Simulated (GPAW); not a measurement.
Cu:

```
CELL_PARAMETERS angstrom
-1.44279 1.44279 1.37608
1.44279 -1.44279 1.37608
1.44279 1.44279 -1.37608
ATOMIC_POSITIONS crystal
Cu 0.00000 0.00000 0.00000
```

This isn't the form of Cu at room conditions, which is fcc.

- Program: GPAW 26.7.0
- Task: relaxation of cell and atoms
- Functional: PBEsol
- Dispersion: D3(BJ)
- Potentials or basis: PAW data sets generated in the run's folder for this functional
- Cutoff: 600 eV
- Basis: pw
- k mesh: 13 × 13 × 13
- Occupations: fermi-dirac, width 0.05 eV
- Spin: no spin polarisation

At the start: pressure -6.9 GPa; volume 11.46 Å³/atom.

Task: Where does the relaxation end?

Result: Over 4 steps the energy falls by 9.9 meV/atom and the volume is 10.99 Å³/atom (-4.1 %); space group I4/mmm (No. 139, to 0.05 Å).

The path:
| step | energy change (eV) | largest force (eV/Å) | pressure (GPa) | volume (Å³) |
| --- | --- | --- | --- | --- |
| 1 | 0.0000 | 0.0000 | -6.93 | 11.46 |
| 2 | -0.0076 | 0.0000 | -3.57 | 11.22 |
| 3 | -0.0099 | 0.0000 | 0.26 | 10.98 |
| 4 | -0.0099 | 0.0000 | 0.00 | 10.99 |

Final structure:
```xyz
1
Lattice="-1.4227 1.4227 1.3578 1.4227 -1.4227 1.3578 1.4227 1.4227 -1.3578" Properties=species:S:1:pos:R:3 pbc="T T T"
Cu    0.0000    0.0000    0.0000
```

Caveat: with this Cu data set, volumes or pressures lay over 1.5 % or 2 GPa off other programs in two to four cells of ten; later steps reuse the first step's grids; pairwise dispersion overbinds metals, which lowers pressure and volume.
